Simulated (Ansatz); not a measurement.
A plane-wave DFT run in Ansatz 0.2.0 (scalar-relativistic PAW potentials unless the input names others): input and command.

```yaml
crystal:
  lattice:
    - [4.4973118035, 0.0, 0.0]
    - [0.0, 4.4973118035, 0.0]
    - [0.0, 0.0, 4.2979235955]
  atoms:
    - { symbol: Co, position: [0.1450189122, 0.1450189122, 0.1450189122] }
    - { symbol: Co, position: [0.3549810878, 0.8549810878, 0.6450189122] }
    - { symbol: Co, position: [0.6450189122, 0.3549810878, 0.8549810878] }
    - { symbol: Co, position: [0.8549810878, 0.6450189122, 0.3549810878] }
    - { symbol: Si, position: [0.8431597104, 0.8431597104, 0.8431597104] }
    - { symbol: Si, position: [0.6568402896, 0.1568402896, 0.3431597104] }
    - { symbol: Si, position: [0.3431597104, 0.6568402896, 0.1568402896] }
    - { symbol: Si, position: [0.1568402896, 0.3431597104, 0.6568402896] }
basis:
  ecutwfc: 420
kpoints:
  mp_grid: { grid: [10, 10, 10] }
hamiltonian:
  xc: pbe
scf:
  occupations: { method: gaussian, width: 0.15 }
  algorithm: density_mixing
output:
  forces: true
  eigenvalues: true
  stress: true
```

```bash
ansatz run input.yaml --threads 2 --pin off --max-ram 5120MiB --backend cpu --events-out ev --progress --plain --runs-dir out
```

Abridged log:
```
Pseudopotentials: kind: paw
Pseudopotential: Co, paw, valence charge 17, recommended cutoff 420 eV (normal)
Pseudopotential: Si, paw, valence charge 4, recommended cutoff 420 eV (normal)
Functional definition: PBE
Crystal: 8 atoms, lattice volume = 86.929 Å³
Basis set: ecut = 420 eV, 1727 PW (Γ), exchange–correlation on 64×64×60 points (8 copies of the dense FFT grid, shifted against one another)
Bands: 51, of which v1, the nominal top of the filled ones, is band 42 counted from 1 (41 counted from 0)
Symmetry: 4 space group operations
Space group: P212121 (ITA 19), of the structure as read, at distance tolerance 4.4e-5 Å
k-points: 216 of 1000 (time reversal used)
Initial density: superposition of atomic densities (neutral atoms: chi_scale 0, normalization atom), corrected by the library's trained network
Initial wavefunctions: pseudopotential atomic-orbital guess
Functional: x = pbe(κ = 0.804, μ = 0.21951497), c = pbe(β = 0.06672455)
SCF iter   1: F=—  HF=-23052.612840 eV  |F-HF|=—  |Δ(HF+E_count)|=         —  Δρ=6.88e-3  dr2=8.48e-3  ethr=1.77e-3  ⟨swp⟩=6.8  Hψ=42776  notcnv=0  defer=8
SCF iter   2: F=—  HF=-23052.610376 eV  |F-HF|=—  |Δ(HF+E_count)|=   2.46e-3  Δρ=3.01e-3  dr2=2.25e-3  ethr=1.01e-5  ⟨swp⟩=2.0  Hψ=17690  notcnv=0  defer=8
SCF iter   3: F=—  HF=-23052.610140 eV  |F-HF|=—  |Δ(HF+E_count)|=   2.36e-4  Δρ=8.76e-4  dr2=2.62e-4  ethr=2.67e-6  ⟨swp⟩=2.0  Hψ=13830  notcnv=0  defer=8
SCF iter   4: F=—  HF=-23052.610152 eV  |F-HF|=—  |Δ(HF+E_count)|=   1.16e-5  Δρ=2.91e-4  dr2=3.39e-5  ethr=3.12e-7  ⟨swp⟩=2.1  Hψ=14709  notcnv=0  defer=8
SCF iter   5: F=—  HF=-23052.610169 eV  |F-HF|=—  |Δ(HF+E_count)|=   1.74e-5  Δρ=4.71e-5  dr2=1.64e-6  ethr=4.04e-8  ⟨swp⟩=2.2  Hψ=14483  notcnv=0  defer=8
SCF iter   6: F=-23052.610169 eV  HF=-23052.610169 eV  |F-HF|=3.91e-8  |Δ(HF+E_count)|=   3.56e-7  Δρ=1.13e-5  dr2=9.41e-8  ethr=1.19e-10  ⟨swp⟩=8.2  Hψ=52409  notcnv=0
SCF 1 converged in 6 iterations: F = -23052.610169 eV  dr2 = 9.41e-8
SCF converged after 6 iterations
Free energy (F): -23052.610169 eV
Harris-Foulkes:  -23052.610169 eV  (|F-HF|=3.91e-8)
Internal energy: -23052.592333 eV  (E = F + TS)
E sigma→0 (E₀):  -23052.601251 eV
Entropy (-TS):   -0.017836 eV (-2.229 meV/atom)
Fermi energy:    16.739511 eV
--- Forces (eV/Å), atoms counted from 1 ---
  atom   1  Co    -0.05976459    -0.02087812     0.05800223
  atom   2  Co     0.05976459     0.02087812     0.05800223
  atom   3  Co    -0.05976459     0.02087812    -0.05800223
  atom   4  Co     0.05976459    -0.02087812    -0.05800223
  atom   5  Si    -0.03848160     0.01482039     0.07313853
  atom   6  Si     0.03848160    -0.01482039     0.07313853
  atom   7  Si    -0.03848160    -0.01482039    -0.07313853
  atom   8  Si     0.03848160     0.01482039    -0.07313853
--- Stress (GPa, compression-positive) ---
       -3.116230       0.000000       0.000000
        0.000000      -2.870714       0.000000
        0.000000       0.000000       7.950199
  P = ⅓ Tr σ = 0.6544 GPa (6.544 kbar)
```

Apart from outputs and empty bands, the input differs from a reference run on usual settings in scf.algorithm: not typed → "density_mixing". The reference, at the same geometry (not necessarily relaxed), gave pressure 0.65 GPa, largest force 0.086 eV/Å, no gap on the mesh. This run converged in 6 SCF iterations (reference: 6) with an energy at zero smearing within 0.01 meV/atom of the reference's, pressure 0.65 GPa, largest force 0.086 eV/Å, no gap on the mesh.

Time: 36 s on 2 threads of Intel(R) Xeon(R) Processor @ 2.70GHz, on a shared host, peak memory 0.89 GiB.